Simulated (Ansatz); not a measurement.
Wanted: the native input for an Ansatz 0.2.0 run.

```
Task                : density of states
Functional          : PBEsol
Potentials or basis : Ansatz PAW
Cutoff              : 420 eV (not typed: the program's choice for these potentials)
k mesh              : 8 × 8 × 6
Occupations         : fermi-dirac, width 0.05 eV
Spin                : no spin polarisation
```

Crystal: CuO (Tenorite).

```
Cu O
1.0
     2.34185   -1.71130    0.00000
     2.34185    1.71130    0.00000
    -0.85003    0.00000    5.05787
Cu O
2 2
Cartesian
  0.7459 -0.8557 2.5289
  1.1709 0.8557 0.0000
  1.7043 0.2793 3.7934
  2.1293 -0.2793 1.2645
```

One way to write it, as run:

input.yaml

```yaml
crystal:
  lattice:
    - [2.34185, -1.7113, 0.0]
    - [2.34185, 1.7113, 0.0]
    - [-0.8500274268, 0.0, 5.0578693947]
  atoms:
    - { symbol: Cu, position: [0.5, 0.0, 0.5] }
    - { symbol: Cu, position: [0.0, 0.5, 0.0] }
    - { symbol: O, position: [0.4184, 0.5816, 0.75] }
    - { symbol: O, position: [0.5816, 0.4184, 0.25] }
hamiltonian:
  xc: pbesol
  pseudopotentials: { kind: paw }
kpoints:
  mp_grid: { grid: [8, 8, 6] }
scf:
  occupations: { method: fermi_dirac, width: 0.05 }
  n_extra_bands: 10
output:
  forces: true
  stress: true
  eigenvalues: true
  dos: { projected: false, de: 0.05, nscf_kmesh: { grid: [12, 12, 9] } }
```

Potentials or basis: Ansatz PAW.

Run with:

```console
$ ansatz run input.yaml --threads 2 --pin off --max-ram 5632MiB --backend cpu --events-out ev --progress --plain --runs-dir out
```

It gave:

```
Pressure                             : -2.7 GPa
Largest force                        : 0.366 eV/Å
Band gap on the k mesh               : none (metal or under the smearing width)
Density of states at the Fermi level : 2.19 states/eV per cell
```

Caveat: the pressure holds a Pulay correction of +0.8 GPa for the finite cutoff; the run has no spin polarisation, though such a crystal can be magnetic; semilocal functionals often make such compounds metallic where correlation or magnetic order opens a gap, which also shifts bond lengths; the PAW data sets come from PBE, with cores solved anew for the run's functional, which leaves a small shift of forces and pressure.

Wall time 5.2 s on 2 threads of Intel(R) Xeon(R) 6975P-C (Granite Rapids) (shared host), peak memory 0.53 GiB.
